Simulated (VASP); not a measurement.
# GaAs (F-43m) in VASP: a series of runs, part 2 of 2

VASP 6.6.1. The steps go on from the part before.

## Step 3: Single point, PBE

Contents of INCAR:

```
  ALGO = Normal
  EDIFF = 1E-7
  ENCUT = 520
  GGA = PE
  ISIF = 2
  ISMEAR = 0
  LASPH = T
  LCHARG = F
  LREAL = F
  LWAVE = F
  NBANDS = 16
  NELM = 100
  PREC = Accurate
  SIGMA = 0.02
```

Contents of KPOINTS:

```
k-points
0
Gamma
  12 12 12
```

Contents of POSCAR:

```
GaAs
1.0
    0.0000000000      2.8726922825      2.8726922825
    2.8726922825      0.0000000000      2.8726922825
    2.8726922825      2.8726922825      0.0000000000
Ga As
1 1
Direct
    0.0000000000      0.0000000000      0.0000000000
    0.2500000000      0.2500000000      0.2500000000
```

Potentials or basis: VASP PAW PBE potentials, release 64 (Ga_d, As).

The run is started by

```bash
> cat potpaw_PBE.64/Ga_d/POTCAR potpaw_PBE.64/As/POTCAR > POTCAR
> mpirun -np 1 vasp_std > vasp.out
```

OUTCAR:

```text
EDIFF = 1E-7
   ENCUT = 520
   GGA = PE
   ISIF = 2
   ISMEAR = 0
   LASPH = T
   LREAL = F
   NELM = 100
   PREC = Accurate

 ion  position               nearest neighbor table
   1  0.000  0.000  0.000-   2 2.49   2 2.49   2 2.49   2 2.49
   2  0.250  0.250  0.250-   1 2.49   1 2.49   1 2.49   1 2.49

  LATTYP: Found a face centered cubic cell.
 ALAT       =     5.7453845650

  Lattice vectors:

 A1 = (   0.0000000000,   2.8726922825,   2.8726922825)
 A2 = (   2.8726922825,   0.0000000000,   2.8726922825)
 A3 = (   2.8726922825,   2.8726922825,   0.0000000000)

Analysis of symmetry for initial positions (statically):
=====================================================================
 Subroutine PRICEL returns:
 Original cell was already a primitive cell.

 Routine SETGRP: Setting up the symmetry group for a
 face centered cubic supercell.

 Subroutine GETGRP returns: Found 24 space group operations
 (whereof 24 operations were pure point group operations)
 out of a pool of 48 trial point group operations.

The static configuration has the point symmetry T_d .

Analysis of symmetry for dynamics (positions and initial velocities):
[... 162 lines left out ...]
 val. band max:        3.4891343835   @ k =   0.0000   0.0000   0.0000
 cond. band min:       3.6525451487   @ k =   0.0000   0.0000   0.0000
 fundamental gap:      0.1634107652
 Fermi energy:         3.5732253764

 k-point     1 :       0.0000    0.0000    0.0000
  band No.  band energies     occupation
      1     -11.2366      2.00000
      2     -11.2366      2.00000
      3     -11.2366      2.00000
      4     -11.1685      2.00000
      5     -11.1685      2.00000
      6      -8.9004      2.00000
[... 433 lines left out ...]
      3     -11.2140      2.00000
      4     -11.1690      2.00000
      5     -11.1661      2.00000
      6      -7.1067      2.00000
[... 8 lines left out ...]
     15      13.7047      0.00000
     16      14.4111      0.00000

 [... further k-points ...]

------------------------ aborting loop because EDIFF is reached ----------------------------------------

  FORCE on cell =-STRESS in cart. coord.  units (eV):
  Direction    XX          YY          ZZ          XY          YZ          ZX
  --------------------------------------------------------------------------------------
  -------------------------------------------------------------------------------------
  Total        0.0513715      0.0513715      0.0513715      0.0000000      0.0000000      0.0000000
  in kB        1.7359416      1.7359416      1.7359416      0.0000000      0.0000000      0.0000000
  external PRESSURE =       1.7359416 kB  Pullay stress =       0.0000000 kB

 VOLUME and BASIS-vectors are now :
 -----------------------------------------------------------------------------
  energy-cutoff  :      520.00
  volume of cell :       47.41
      direct lattice vectors                 reciprocal lattice vectors
     0.000000000  2.872692283  2.872692283    -0.174052753  0.174052753  0.174052753
     2.872692283  0.000000000  2.872692283     0.174052753 -0.174052753  0.174052753
     2.872692283  2.872692283  0.000000000     0.174052753  0.174052753 -0.174052753

 POSITION                                       TOTAL-FORCE (eV/Angst)
 -----------------------------------------------------------------------------------
      0.00000      0.00000      0.00000         0.000000      0.000000      0.000000
      1.43635      1.43635      1.43635        -0.000000     -0.000000     -0.000000
 -----------------------------------------------------------------------------------
    total drift:                                0.000002      0.000002      0.000002

  FREE ENERGIE OF THE ION-ELECTRON SYSTEM (eV)
  ---------------------------------------------------
  free  energy   TOTEN  =        -8.2762728131 eV

  energy  without entropy=       -8.2762728131  energy(sigma->0) =       -8.27627281
```

OSZICAR:

```text
N       E                     dE             d eps       ncg     rms          rms(c)
DAV:   1     0.807584783081E+02    0.80758E+02   -0.89090E+03  2376   0.149E+03
DAV:   2    -0.208293494723E+01   -0.82841E+02   -0.79115E+02  2672   0.301E+02
DAV:   3    -0.833029993961E+01   -0.62474E+01   -0.62258E+01  2832   0.650E+01
DAV:   4    -0.842446851501E+01   -0.94169E-01   -0.94156E-01  2840   0.889E+00
DAV:   5    -0.842590698851E+01   -0.14385E-02   -0.14385E-02  2840   0.994E-01    0.276E+00
DAV:   6    -0.829164155049E+01    0.13427E+00   -0.21031E-01  3536   0.751E+00    0.165E+00
DAV:   7    -0.827487191323E+01    0.16770E-01   -0.57518E-02  2760   0.166E+00    0.554E-01
DAV:   8    -0.827575170080E+01   -0.87979E-03   -0.96989E-03  2808   0.109E+00    0.945E-02
DAV:   9    -0.827615206418E+01   -0.40036E-03   -0.91953E-04  2856   0.369E-01    0.523E-02
DAV:  10    -0.827621885141E+01   -0.66787E-04   -0.67949E-05  3176   0.766E-02    0.284E-02
DAV:  11    -0.827627207555E+01   -0.53224E-04   -0.76540E-05  2560   0.635E-02    0.365E-03
DAV:  12    -0.827627240928E+01   -0.33373E-06   -0.12046E-06  2952   0.142E-02    0.154E-03
DAV:  13    -0.827627281831E+01   -0.40903E-06   -0.55134E-07  2760   0.530E-03    0.617E-04
DAV:  14    -0.827627281309E+01    0.52232E-08   -0.10161E-08  2280   0.104E-03
   1 F= -.82762728E+01 E0= -.82762728E+01  d E =-.137505E-11
```

Run time: 23 s. Hardware: 1 thread of Intel Xeon 6975P-C (Granite Rapids), shared host; peak memory 0.2 GiB.

Results:

- Free energy: -8.2763 eV
- Pressure: 0.2 GPa
- Band gap on the k mesh: 0.16 eV, direct

Levels at points of the mesh, in eV from the valence-band top:
```tsv
k point	band 5	band 6	band 7	band 8	band 9	band 10	band 11	band 12	band 13	band 14
(0.00, 0.00, 0.00)	-14.66	-12.39	0.00	0.00	0.00	0.16	3.72	3.72	3.72	7.44
(0.50, 0.00, 0.00)	-14.65	-10.77	-6.38	-1.07	-1.07	0.87	4.62	4.62	7.70	10.04
(0.50, 0.50, 0.00)	-14.65	-10.09	-6.60	-2.51	-2.51	1.55	1.68	9.79	9.79	10.55
```

## Step 4: Single point, PBE

This run uses another cell than the first one, of 20.86 Å³/atom, 0.880 times its volume.

Contents of INCAR:

```
SYSTEM = GaAs
  PREC = Accurate
  ENCUT = 520
  EDIFF = 1E-7
  ISMEAR = 0
  SIGMA = 0.02
  LREAL = .FALSE.
  LASPH = .TRUE.
  NELM = 100
  ALGO = Normal
  ISIF = 2
  LWAVE = .FALSE.
  LCHARG = .FALSE.
  GGA = PE
  NBANDS = 16
```

Contents of KPOINTS:

```
Automatic mesh
0
G
  12 12 12
  0 0 0
```

Contents of POSCAR:

```
GaAs
1.0
    0.0000000000      2.7528549691      2.7528549691
    2.7528549691      0.0000000000      2.7528549691
    2.7528549691      2.7528549691      0.0000000000
Ga As
1 1
Direct
    0.0000000000      0.0000000000      0.0000000000
    0.2500000000      0.2500000000      0.2500000000
```

The run is started by

```bash
> cat potpaw_PBE.64/Ga_d/POTCAR potpaw_PBE.64/As/POTCAR > POTCAR
> mpirun -np 1 vasp_std > vasp.out
```

It took 21 s on 1 thread of Intel Xeon 6975P-C (Granite Rapids), shared host; peak memory 0.2 GiB.

Results (log left out):

* Free energy: -8.1037 eV
* Pressure: 10.7 GPa
* Band gap on the k mesh: 1.14 eV, direct

Levels at points of the mesh, in eV from the valence-band top:
```csv
k point,band 6,band 7,band 8,band 9,band 10,band 11,band 12,band 13
"(0.00, 0.00, 0.00)",-13.33,0.00,0.00,0.00,1.14,3.74,3.74,3.74
"(0.50, 0.00, 0.00)",-11.30,-7.10,-1.27,-1.27,1.23,4.65,4.65,7.81
"(0.50, 0.50, 0.00)",-10.46,-7.21,-2.97,-2.97,1.30,1.59,10.81,10.81
```

## Step 5: Comparison with measurements

Step 2. Against the measured gap of GaAs, 1.412 eV (direct; 300 K; “Evidence of valence band perturbations in GaAsN/GaAs(001): A combined variable-angle spectroscopic ellipsometry and modulated photoreflectance investigation”, 2008, arxiv:0805.2212), the calculated 0.16 eV is off by -1.25 eV. So large a miss can be the level of theory's own, or it may mean another phase, state or a wrong row. 3 values of this kind are on record (1.412 to 1.51 eV); this one was drawn at random among those near their median, those with a stated uncertainty first. Spin-orbit coupling on As, Ga is left out. The value is that of PBE, without temperature or zero-point motion. Semilocal functionals fall short of measured gaps as a rule.

Step 3. Against the measured gap of GaAs, 1.412 eV (direct; 300 K; “Evidence of valence band perturbations in GaAsN/GaAs(001): A combined variable-angle spectroscopic ellipsometry and modulated photoreflectance investigation”, 2008, arxiv:0805.2212), the calculated 0.16 eV is off by -1.25 eV. So large a miss can be the level of theory's own, or it may mean another phase, state or a wrong row. 3 values of this kind are on record (1.412 to 1.51 eV); this one was drawn at random among those near their median, those with a stated uncertainty first. Spin-orbit coupling on As, Ga is left out. The value is that of PBE, without temperature or zero-point motion. Semilocal functionals fall short of measured gaps as a rule.

Step 4. Against the measured gap of GaAs, 1.418 eV (direct; 300 K; “Evidence of valence band perturbations in GaAsN/GaAs(001): A combined variable-angle spectroscopic ellipsometry and modulated photoreflectance investigation”, 2008, arxiv:0805.2212), the calculated 1.14 eV is off by -0.28 eV. 3 values of this kind are on record (1.412 to 1.51 eV); this one was drawn at random among those near their median, those with a stated uncertainty first. Spin-orbit coupling on As, Ga is left out. The value is that of PBE on a finite k mesh, which can miss the band edges, without temperature or zero-point motion. Semilocal functionals fall short of measured gaps as a rule.
